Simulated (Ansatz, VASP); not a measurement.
**One calculation of V, two programs**

```xyz
3
Lattice="4.5093 0.0000 0.0000 -2.2546 3.9052 0.0000 0.0000 0.0000 2.4010" Properties=species:S:1:pos:R:3 pbc="T T T"
V     2.2546    3.9052    0.0000
V     0.0000    2.6034    1.2005
V     2.2546    1.3017    1.2005
```

Alike in both runs: functional BLYP; k mesh 9 × 9 × 12; occupations fermi-dirac, width 0.1 eV; no spin polarisation.

Ansatz relaxed the structure, and its values are those at the end. VASP's run is a single point on that final structure, the one shown.

```csv
,VASP,Ansatz
version,VASP 6.6.1,Ansatz 0.2.0
potentials or method,"VASP PAW PBE potentials, release 64 (V_sv)","plane waves (420 eV) with PAW, scalar-relativistic"
plane-wave cutoff (eV),520,420
valence electrons in the cell,39,39
```

```tsv
	VASP	Ansatz	Ansatz less VASP
pressure (GPa)	0.3	0.0	-0.32
```

The functional is the same, so the differences come from potentials, cutoffs and numerics.

Caveats: the PAW data sets were made with another functional, which shifts forces and pressure a little (VASP).
